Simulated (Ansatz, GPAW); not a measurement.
# Ballistic transport through naphthalene-2,6-dithiol between two Al chains, from relaxation to T(E), part 3 of 4

How well does naphthalene-2,6-dithiol between two Al chains conduct once its atoms have relaxed, and how much do cheaper levels lose?

GPAW 26.7.0 and Ansatz 0.2.0; Ansatz plane waves; relaxation of the junction with the lead ends held (the session's first sound run).

So far, transmission at the Fermi level (one spin): step 3 (plane waves, PBE) 0.00516. Also open channels of the lead at the Fermi level (one spin): step 3 2.

**4. GPAW, dzp**

The script solves lead and junction separately, takes H and S in the orbital basis, and joins semi-infinite leads through their self-energies; the dzp basis is the working standard.

This step: GPAW LCAO, PAW setups; Landauer transmission from Green's functions with principal layers (ASE), zero bias (GPAW 26.7.0).

Contents of run.py:

```python
import json
import numpy as np
from ase import Atoms
from ase.transport.calculators import TransportCalculator
from gpaw import GPAW, FermiDirac
from gpaw.lcao.tools import get_lcao_hamiltonian
from scipy.linalg import eigh

# The junction with lead layers at both ends, along the third cell vector
device = Atoms(
    ['Al', 'Al', 'Al', 'Al', 'Al', 'Al', 'Al', 'S', 'H', 'C', 'C', 'H', 'C', 'H', 'C', 'C', 'C', 'C', 'H', 'C', 'H', 'C', 'C', 'H', 'S', 'Al', 'Al', 'Al', 'Al', 'Al', 'Al', 'Al'],
    positions=[
        [6.39219, 4.57051, 1.20000],
        [6.39219, 4.57051, 3.60000],
        [6.39219, 4.57051, 6.00000],
        [6.39219, 4.57051, 8.40000],
        [6.39219, 4.57051, 10.80000],
        [5.17284, 5.37152, 12.91574],
        [5.87230, 4.97508, 15.42891],
        [4.59052, 6.17799, 16.81737],
        [7.28841, 6.01046, 18.08630],
        [5.17284, 5.98293, 18.49314],
        [6.51106, 5.95818, 18.85142],
        [3.12791, 5.95256, 19.21945],
        [4.17835, 5.94289, 19.51041],
        [9.04004, 5.90701, 19.84489],
        [6.90106, 5.91493, 20.21446],
        [4.53245, 5.91205, 20.84010],
        [8.26451, 5.91720, 20.61305],
        [5.89599, 5.91241, 21.23858],
        [3.75731, 5.89845, 21.60854],
        [8.61876, 5.94712, 21.94270],
        [9.66925, 5.95930, 22.23341],
        [6.28602, 5.95498, 22.60160],
        [7.62427, 5.98302, 22.95985],
        [5.50881, 6.00426, 23.36711],
        [8.20594, 6.17752, 24.63595],
        [6.92357, 4.97340, 26.02264],
        [7.62145, 5.36321, 28.53711],
        [6.39219, 4.57051, 30.65003],
        [6.39219, 4.57051, 33.05003],
        [6.39219, 4.57051, 35.45003],
        [6.39219, 4.57051, 37.85003],
        [6.39219, 4.57051, 40.25003]],
    cell=[[12.78437, 0.0, 0.0], [0.0, 9.14101, 0.0], [0.0, 0.0, 41.45003]],
    pbc=True)

# One principal layer of the lead: the first 4 atoms of the device
lead = Atoms(
    ['Al', 'Al', 'Al', 'Al'],
    positions=[
        [6.39219, 4.57051, 1.20000],
        [6.39219, 4.57051, 3.60000],
        [6.39219, 4.57051, 6.00000],
        [6.39219, 4.57051, 8.40000]],
    cell=[[12.78437, 0.0, 0.0], [0.0, 9.14101, 0.0], [0.0, 0.0, 9.6]],
    pbc=True)

settings = dict(mode='lcao', basis='dzp', xc='PBE', h=0.2,
                occupations=FermiDirac(0.1), maxiter=250,
                mixer=dict(beta=0.1, nmaxold=8, weight=100.0),
                convergence=dict(density=0.0001))
energies = np.arange(-2, 2 + 1e-9, 0.025)
eta = 0.0001
n1, n2 = 1, 1
# k and -k transmit alike, so half of the mesh across the current serves
mesh = [(i, j) for i in range(n1) for j in range(n2) if (i, j) <= (-i % n1, -j % n2)]
weights = np.array([1 if (i, j) == (-i % n1, -j % n2) else 2 for i, j in mesh]) / (n1 * n2)

# [... helper functions left out ...]
fermi_lead = ground_state(lead, (1, 1, 12), 'lead.txt')
fermi_device = ground_state(device, (1, 1, 2), 'device.txt')
# [... loop over the mesh left out, but for ...]
        # Shift the lead onto the potential of the device's first layer
        shift = ((H[:, 0, 0] - H0[:, 0, 0]) / S0[0, 0]).real.mean()
# [...]
kT = 8.617333e-5 * 300
bias = [0.1, 0.2, 0.5, 1.0, 1.5, 2.0]
# [... integrals and printing left out ...]
```

Started as:

```bash
OMP_NUM_THREADS=1 OPENBLAS_NUM_THREADS=1 python run.py
```

Numbers of over 12 decimals in the logs are rounded to 6 here.

Log:

```text
basis functions: device 368, principal layer 52
Fermi level: lead -3.4504 eV, device -3.2205 eV; lead shifted by 0.0191 eV
largest coupling past the next layer 1.26e-15 eV, largest misfit of the first layer 0.068 eV
  E-E_F (eV)   T (one spin)  channels
    -2.000    7.7345e-03    1.0000
    -1.975    1.2757e-02    1.0000
    -1.950    2.3154e-02    1.0000
    -1.925    4.7909e-02    1.0000
    -1.900    1.2799e-01    1.0000
    -1.875    5.7522e-01    1.0000
    -1.850    5.2617e-01    1.0000
    -1.825    1.0197e-01    1.0000
    -1.800    3.0499e-02    1.0000
    -1.775    9.6639e-03    1.0000
    -1.750    2.0779e-03    1.0000
    -1.725    6.1812e-06    1.0000
    -1.700    1.3310e-03    1.0000
    -1.675    5.3928e-03    1.0000
    -1.650    1.1809e-02    1.0000
    -1.625    1.9947e-02    1.0000
[...]
1.825    3.3429e-01    3.0000
     1.850    4.3710e-01    3.0000
     1.875    5.8265e-01    3.0000
     1.900    7.7136e-01    3.0000
     1.925    9.5030e-01    3.0000
     1.950    9.8568e-01    3.0000
     1.975    8.1758e-01    3.0000
     2.000    5.7754e-01    3.0000
conductance at 300 K: 0.0060138 G0 a cell; thermopower -14.06 uV/K
current from the zero-bias T(E) at 0.1 V: 0.046273 uA
current from the zero-bias T(E) at 0.2 V: 0.09073 uA
current from the zero-bias T(E) at 0.5 V: 0.20495 uA
current from the zero-bias T(E) at 1.0 V: 0.367 uA
current from the zero-bias T(E) at 1.5 V: 0.56517 uA
current from the zero-bias T(E) at 2.0 V: 0.81745 uA
```

Wall time 4 min (1 thread of Arm Neoverse N1, shared host); peak memory 1.7 GiB.

This step gave:

* conductance: 0.006014 G₀
* thermopower: -14.06 μV/K
* largest coupling past the next principal layer: 1.26e-15 eV
* largest misfit of the first principal layer: 0.06838 eV
* shift that aligns the lead: 0.01911 eV
* basis functions of the junction: 368
* basis functions of a principal layer: 52
* transmission at the Fermi level (one spin): 0.006137

One spin. Transmission, zone mean against energy, zero at the Fermi level:

```csv
energy (eV),"transmission, zone mean"
-2.000,0.00773
-1.900,0.128
-1.875,0.575
-1.800,0.0305
-1.700,0.00133
-1.600,0.0287
-1.500,0.0437
-1.400,0.0237
-1.300,0.00396
-1.200,1.0e-9
-1.100,2.1e-7
-1.000,4.2e-11
-0.900,6.5e-12
-0.800,4.1e-12
-0.700,2.0e-11
-0.600,3.3e-10
-0.500,0
-0.400,3.2e-11
-0.300,8.6e-4
-0.200,0.00228
-0.100,0.00445
0.000,0.00614
0.100,0.00678
0.200,0.00699
0.300,0.00735
0.400,0.00803
0.500,0.00898
0.600,0.0100
0.700,0.0110
0.800,0.0119
0.900,0.0130
1.000,0.0156
1.100,0.0187
1.200,0.0230
1.300,0.0292
1.400,0.0382
1.500,0.0521
1.600,0.0758
1.700,0.125
1.800,0.262
1.900,0.771
1.950,0.986
2.000,0.578
```

Crossings of the lead's bands, unfolded to its shortest repeat. The open channels, zone mean by energy, zero at the Fermi level:

```csv
energy (eV),"open channels, zone mean"
-2.000,1
-1.800,1
-1.600,1
-1.400,1
-1.200,0
-1.000,0
-0.800,0
-0.600,0
-0.400,0
-0.200,2
0.000,2
0.200,2
0.400,2
0.600,2
0.800,2
1.000,3
1.200,3
1.400,3
1.600,3
1.800,3
2.000,3
```

Not self-consistent under bias; the bias window is split evenly. Table of current through one cell, from the zero-bias transmission by bias:

```csv
bias (V),"current through one cell, from the zero-bias transmission (μA)"
0.100,0.0463
0.200,0.0907
0.500,0.205
1.000,0.367
1.500,0.565
2.000,0.817
```

Transmission of the three most open eigenchannels against energy, zero at the Fermi level:

```csv
energy (eV),channel 1,channel 2,channel 3
-2.000,0.00773,0,0
-1.800,0.0305,0,0
-1.600,0.0287,0,0
-1.400,0.0237,0,0
-1.200,1.0e-9,0,0
-1.000,4.2e-11,0,0
-0.800,4.1e-12,0,0
-0.600,3.3e-10,0,0
-0.400,3.2e-11,0,0
-0.200,0.00227,6.4e-6,0
0.000,0.00609,4.3e-5,0
0.200,0.00688,1.1e-4,0
0.400,0.00780,2.3e-4,0
0.600,0.00961,3.9e-4,0
0.800,0.0113,5.7e-4,0
1.000,0.0148,7.4e-4,5.1e-10
1.200,0.0220,0.00107,2.5e-10
1.400,0.0368,0.00145,1.5e-9
1.600,0.0742,0.00163,1.9e-8
1.800,0.261,0.00172,7.8e-8
2.000,0.575,0.00246,1.9e-7
```

At the Fermi level T is 0.00614 against 0.00516 in plane waves. Couplings past the next layer reach 1.3e-15 eV, small enough to drop; the matrix elements of the cell's first layer differ from the bulk lead's by up to 0.068 eV. That layer keeps its own values in the calculation, and only beyond it is the lead taken as perfect. The Fermi levels of lead and junction count from different zeros of potential, one for each periodic cell; with both set to zero, the small remaining shift is what aligns them. By hand: G = 0.006014 × 77.48 μS = 0.466 μS, a resistance of 2146 kΩ; at 0.1 V a linear junction would pass 0.0466 μA, and the integral over the bias window gives 0.0463 μA. Mott's formula, S = -(π²/3)(k_B²T/e) d ln T/dE, has the prefactor 7.33 μV/K·eV at 300 K; T = 0.005822 at -0.025 eV and 0.006380 at 0.025 eV give a slope of 1.83 per eV and S = -13.4 μV/K, beside -14.1 μV/K from the thermal integral, which interpolates the same grid.

**5. GPAW, szp: basis = "szp(dzp)"**

The second zeta is dropped, the polarisation orbitals stay.

Edit run.py of step 4 so:

```diff
@@ -58,3 +58,3 @@
 
-settings = dict(mode='lcao', basis='dzp', xc='PBE', h=0.2,
+settings = dict(mode='lcao', basis='szp(dzp)', xc='PBE', h=0.2,
                 occupations=FermiDirac(0.1), maxiter=250,
```

Log:

```text
basis functions: device 258, principal layer 36
Fermi level: lead -3.9413 eV, device -3.6971 eV; lead shifted by 0.0256 eV
largest coupling past the next layer 1.42e-15 eV, largest misfit of the first layer 0.077 eV
  E-E_F (eV)   T (one spin)  channels
    -2.000    4.1768e-03    1.0000
    -1.975    6.7079e-03    1.0000
    -1.950    1.0481e-02    1.0000
[...]
1.975    9.6858e-01    3.0000
     2.000    8.9231e-01    3.0000
conductance at 300 K: 0.0096989 G0 a cell; thermopower -22.9 uV/K
current from the zero-bias T(E) at 0.1 V: 0.07471 uA
current from the zero-bias T(E) at 0.2 V: 0.14708 uA
current from the zero-bias T(E) at 0.5 V: 0.34785 uA
current from the zero-bias T(E) at 1.0 V: 0.75147 uA
current from the zero-bias T(E) at 1.5 V: 1.4943 uA
current from the zero-bias T(E) at 2.0 V: 3.77 uA
```

The job ended after 3.4 min (1 thread; peak memory 1.7 GiB).

This step gave:

```yaml
conductance: 0.009699 G₀
thermopower: -22.90 μV/K
largest_coupling_past_the_next_principal_layer: 1.42e-15 eV
largest_misfit_of_the_first_principal_layer: 0.07696 eV
shift_that_aligns_the_lead: 0.02560 eV
basis_functions_of_the_junction: 258
basis_functions_of_a_principal_layer: 36
transmission_at_the_fermi_level_one_spin: 0.009877
```

The conductance, 0.00970 G₀, lies 61 % above that of the dzp run.

**6. Minimal basis**

The minimal basis is the cheapest rung: no second zeta and no polarisation.

Edit run.py of step 5 so:

```diff
@@ -58,3 +58,3 @@
 
-settings = dict(mode='lcao', basis='szp(dzp)', xc='PBE', h=0.2,
+settings = dict(mode='lcao', basis='sz(dzp)', xc='PBE', h=0.2,
                 occupations=FermiDirac(0.1), maxiter=250,
```

Log:

```text
basis functions: device 110, principal layer 16
Fermi level: lead -4.2060 eV, device -3.9209 eV; lead shifted by 0.0342 eV
largest coupling past the next layer 9.17e-16 eV, largest misfit of the first layer 0.095 eV
  E-E_F (eV)   T (one spin)  channels
    -2.000    2.3737e-02    1.0000
    -1.975    4.0355e-02    1.0000
    -1.950    6.7629e-02    1.0000
[...]
1.975    8.4114e-01    3.0000
     2.000    7.2408e-01    3.0000
conductance at 300 K: 0.014039 G0 a cell; thermopower -24.15 uV/K
current from the zero-bias T(E) at 0.1 V: 0.10829 uA
current from the zero-bias T(E) at 0.2 V: 0.21397 uA
current from the zero-bias T(E) at 0.5 V: 0.51448 uA
current from the zero-bias T(E) at 1.0 V: 1.143 uA
current from the zero-bias T(E) at 1.5 V: 2.4217 uA
current from the zero-bias T(E) at 2.0 V: 7.8866 uA
```

Elapsed: 1.9 min, on 1 thread; peak memory 1.6 GiB.

Numbers from this step:

```yaml
conductance: 0.01404 G₀
thermopower: -24.15 μV/K
largest_coupling_past_the_next_principal_layer: 9.17e-16 eV
largest_misfit_of_the_first_principal_layer: 0.09548 eV
shift_that_aligns_the_lead: 0.03418 eV
basis_functions_of_the_junction: 110
basis_functions_of_a_principal_layer: 16
transmission_at_the_fermi_level_one_spin: 0.01424
```

The conductance, 0.0140 G₀, lies 133 % above that of the dzp run.

**7. LDA in the dzp basis: xc = "LDA"**

Back in the dzp basis, the functional changes from PBE to LDA, to set the spread between functionals beside that between bases.

Edit run.py of step 6 so:

```diff
@@ -58,3 +58,3 @@
 
-settings = dict(mode='lcao', basis='sz(dzp)', xc='PBE', h=0.2,
+settings = dict(mode='lcao', basis='dzp', xc='LDA', h=0.2,
                 occupations=FermiDirac(0.1), maxiter=250,
```

Log:

```text
basis functions: device 368, principal layer 52
Fermi level: lead -3.5804 eV, device -3.3605 eV; lead shifted by 0.0215 eV
largest coupling past the next layer 1.61e-15 eV, largest misfit of the first layer 0.070 eV
  E-E_F (eV)   T (one spin)  channels
    -2.000    8.5342e-03    1.0000
    -1.975    1.6629e-02    1.0000
    -1.950    3.9044e-02    1.0000
[...]
1.975    2.9144e-01    3.0000
     2.000    1.9747e-01    3.0000
conductance at 300 K: 0.006921 G0 a cell; thermopower -14.69 uV/K
current from the zero-bias T(E) at 0.1 V: 0.053231 uA
current from the zero-bias T(E) at 0.2 V: 0.10427 uA
current from the zero-bias T(E) at 0.5 V: 0.23475 uA
current from the zero-bias T(E) at 1.0 V: 0.41979 uA
current from the zero-bias T(E) at 1.5 V: 0.64422 uA
current from the zero-bias T(E) at 2.0 V: 0.94436 uA
```

Wall time 3.8 min (1 thread); peak memory 1.7 GiB.

This step gave:

```yaml
conductance: 0.006921 G₀
thermopower: -14.69 μV/K
largest_coupling_past_the_next_principal_layer: 1.61e-15 eV
largest_misfit_of_the_first_principal_layer: 0.06966 eV
shift_that_aligns_the_lead: 0.02148 eV
basis_functions_of_the_junction: 368
basis_functions_of_a_principal_layer: 52
transmission_at_the_fermi_level_one_spin: 0.007072
```

The conductance, 0.00692 G₀, lies 15 % above that of the dzp run.

**8. Without the relaxation: geometry = "as built"**

The dzp basis with PBE on the structure as first built shows what the relaxation was worth.

Edit run.py of step 7 so:

```diff
@@ -17,24 +17,24 @@
         [6.39219, 4.57051, 10.80000],
-        [5.17284, 5.37152, 12.91574],
-        [5.87230, 4.97508, 15.42891],
-        [4.59052, 6.17799, 16.81737],
-        [7.28841, 6.01046, 18.08630],
-        [5.17284, 5.98293, 18.49314],
-        [6.51106, 5.95818, 18.85142],
-        [3.12791, 5.95256, 19.21945],
-        [4.17835, 5.94289, 19.51041],
-        [9.04004, 5.90701, 19.84489],
-        [6.90106, 5.91493, 20.21446],
-        [4.53245, 5.91205, 20.84010],
-        [8.26451, 5.91720, 20.61305],
-        [5.89599, 5.91241, 21.23858],
-        [3.75731, 5.89845, 21.60854],
-        [8.61876, 5.94712, 21.94270],
-        [9.66925, 5.95930, 22.23341],
-        [6.28602, 5.95498, 22.60160],
-        [7.62427, 5.98302, 22.95985],
-        [5.50881, 6.00426, 23.36711],
-        [8.20594, 6.17752, 24.63595],
-        [6.92357, 4.97340, 26.02264],
-        [7.62145, 5.36321, 28.53711],
+        [6.39219, 4.57051, 13.20000],
+        [6.39219, 4.57051, 15.60000],
+        [4.99051, 5.88419, 16.67216],
+        [7.47604, 5.88926, 18.17483],
+        [5.33504, 5.87668, 18.41793],
+        [6.65258, 5.88062, 18.88564],
+        [3.25000, 5.89101, 18.98379],
+        [4.28081, 5.88485, 19.33077],
+        [9.08633, 5.89020, 20.05538],
+        [6.92786, 5.88095, 20.26399],
+        [4.53866, 5.88493, 20.70396],
+        [8.24571, 5.88493, 20.74607],
+        [5.85651, 5.88095, 21.18605],
+        [3.69804, 5.89020, 21.39465],
+        [8.50356, 5.88485, 22.11926],
+        [9.53437, 5.89101, 22.46624],
+        [6.13179, 5.88062, 22.56440],
+        [7.44933, 5.87668, 23.03211],
+        [5.30833, 5.88927, 23.27521],
+        [7.79386, 5.88420, 24.77788],
+        [6.39219, 4.57051, 25.85003],
+        [6.39219, 4.57051, 28.25003],
         [6.39219, 4.57051, 30.65003],
@@ -58,3 +58,3 @@
 
-settings = dict(mode='lcao', basis='dzp', xc='LDA', h=0.2,
+settings = dict(mode='lcao', basis='dzp', xc='PBE', h=0.2,
                 occupations=FermiDirac(0.1), maxiter=250,
```

Log:

```text
basis functions: device 368, principal layer 52
Fermi level: lead -3.4504 eV, device -3.2512 eV; lead shifted by 0.0037 eV
largest coupling past the next layer 1.26e-15 eV, largest misfit of the first layer 0.014 eV
  E-E_F (eV)   T (one spin)  channels
    -2.000    2.2076e-02    1.0000
    -1.975    4.5877e-02    1.0000
    -1.950    1.7671e-01    1.0000
[...]
1.975    6.0463e-02    3.0000
     2.000    4.9763e-02    3.0000
conductance at 300 K: 0.038436 G0 a cell; thermopower 0.6479 uV/K
current from the zero-bias T(E) at 0.1 V: 0.29523 uA
current from the zero-bias T(E) at 0.2 V: 0.57505 uA
current from the zero-bias T(E) at 0.5 V: 1.2049 uA
current from the zero-bias T(E) at 1.0 V: 1.7222 uA
current from the zero-bias T(E) at 1.5 V: 2.1216 uA
current from the zero-bias T(E) at 2.0 V: 2.5513 uA
```

Elapsed: 3.1 min, on 1 thread; peak memory 1.7 GiB.

This step gave:

```yaml
conductance: 0.03844 G₀
largest_coupling_past_the_next_principal_layer: 1.26e-15 eV
largest_misfit_of_the_first_principal_layer: 0.01421 eV
shift_that_aligns_the_lead: 0.003651 eV
transmission_at_the_fermi_level_one_spin: 0.03935
```

One spin. Table of transmission, zone mean by energy, zero at the Fermi level:

```csv
energy (eV),"transmission, zone mean"
-2.000,0.0221
-1.925,0.622
-1.900,0.0466
-1.800,2.2e-4
-1.700,3.1e-4
-1.600,0.00108
-1.500,0.00182
-1.400,0.00229
-1.300,4.7e-4
-1.200,2.0e-9
-1.100,2.8e-11
-1.000,1.6e-12
-0.900,0
-0.800,0
-0.700,0
-0.600,0
-0.500,0
-0.400,1.6e-9
-0.300,0.00524
-0.200,0.0185
-0.100,0.0355
0.000,0.0393
0.100,0.0352
0.200,0.0298
0.300,0.0255
0.400,0.0227
0.500,0.0210
0.600,0.0204
0.700,0.0205
0.800,0.0212
0.900,0.0224
1.000,0.0239
1.100,0.0275
1.200,0.0329
1.300,0.0416
1.400,0.0571
1.500,0.0891
1.600,0.178
1.700,0.565
1.750,0.981
1.800,0.676
1.900,0.135
2.000,0.0498
```

The conductance, 0.0384 G₀, lies a factor of 6.4 above that of the dzp run.

**9. Cost and result by level**

Times are wall times on the hardware named with each run. The series side by side:

```csv
no.,run,conductance (G₀),time,memory (GiB)
1,pw PBE,0.005079,3 h,6.7
2,dzp,0.006014,4 min,1.7
3,szp,0.009699,3.4 min,1.7
4,sz,0.01404,1.9 min,1.6
5,dzp LDA,0.006921,3.8 min,1.7
6,asbuilt,0.03844,3.1 min,1.7
```

**10. Comparison**

The curves are compared point by point over the common energies.

This step: comparison of transmission and cost over codes, levels and geometry (GPAW 26.7.0).

Ladder, by row:

```csv
step,code,T at the Fermi level (sum over the listed spins),conductance (G0),r.m.s. T(E) from the first,wall time (s),peak memory (GiB),threads
pw-pbe,Ansatz,0.005155,0.005079,0,10766,6.746,4
dzp,GPAW,0.006137,0.006014,0.12,239.3,1.73,1
szp,GPAW,0.009877,0.009699,0.27,201.4,1.7,1
sz,GPAW,0.01424,0.01404,0.2244,111.2,1.56,1
dzp-LDA,GPAW,0.007072,0.006921,0.09529,228.5,1.73,1
asbuilt,GPAW,0.03935,0.03844,0.1677,184.6,1.73,1
```

Table of transmission, zone mean, sum over the listed spins by energy, zero at the Fermi level:

```csv
energy (eV),pw-pbe,dzp,szp,sz,dzp-LDA,asbuilt
-2.000,0.0106,0.00773,0.00418,0.0237,0.00853,0.0221
-1.875,0.990,0.575,0.0355,0.261,0.126,0.0104
-1.800,0.0216,0.0305,0.100,0.488,0.00157,2.2e-4
-1.600,0.0303,0.0287,0.371,1.3e-6,0.0474,0.00108
-1.400,0.0301,0.0237,0.297,1.4e-11,0.0347,0.00229
-1.200,0,1.0e-9,3.9e-11,8.0e-13,2.5e-9,2.0e-9
-1.000,0,4.2e-11,2.2e-12,3.4e-13,3.9e-11,1.6e-12
-0.800,0,4.1e-12,3.3e-12,1.9e-12,4.9e-12,1.0e-13
-0.600,0,3.3e-10,1.2e-11,4.6e-12,6.1e-10,3.8e-14
-0.400,0,3.2e-11,1.3e-12,2.0e-10,2.9e-11,1.6e-9
-0.200,0.00207,0.00228,0.00255,0.00396,0.00250,0.0185
0.000,0.00516,0.00614,0.00988,0.0142,0.00707,0.0393
0.200,0.00612,0.00699,0.0140,0.0211,0.00806,0.0298
0.400,0.00704,0.00803,0.0210,0.0324,0.00919,0.0227
0.600,0.00891,0.0100,0.0347,0.0573,0.0113,0.0204
0.800,0.0110,0.0119,0.0637,0.127,0.0135,0.0212
1.000,0.0150,0.0156,0.229,0.671,0.0190,0.0239
1.050,0.0164,0.0170,0.372,0.982,0.0210,0.0255
1.175,0.0213,0.0218,0.989,0.326,0.0276,0.0313
1.200,0.0225,0.0230,0.865,0.241,0.0293,0.0329
1.400,0.0392,0.0382,0.115,0.0517,0.0524,0.0571
1.600,0.0901,0.0758,0.0626,0.0687,0.119,0.178
1.800,0.550,0.262,0.327,0.421,0.589,0.676
1.875,0.966,0.583,0.707,0.854,0.995,0.191
1.925,0.475,0.950,0.959,0.997,0.637,0.0992
1.950,0.296,0.986,0.998,0.944,0.435,0.0760
2.000,0.121,0.578,0.892,0.724,0.197,0.0498
```

(Part 3 of 4 ends here.)

[Logs are printed without paths, hosts, clocks, repeated set-up lines and the standing remarks that a program may print on its own settings, such as how far it seeks lower states.]

[Hosts, paths, dates, database ids (printed as entryN), source tags and the programs' standing remarks are cut or masked in the printed files.]
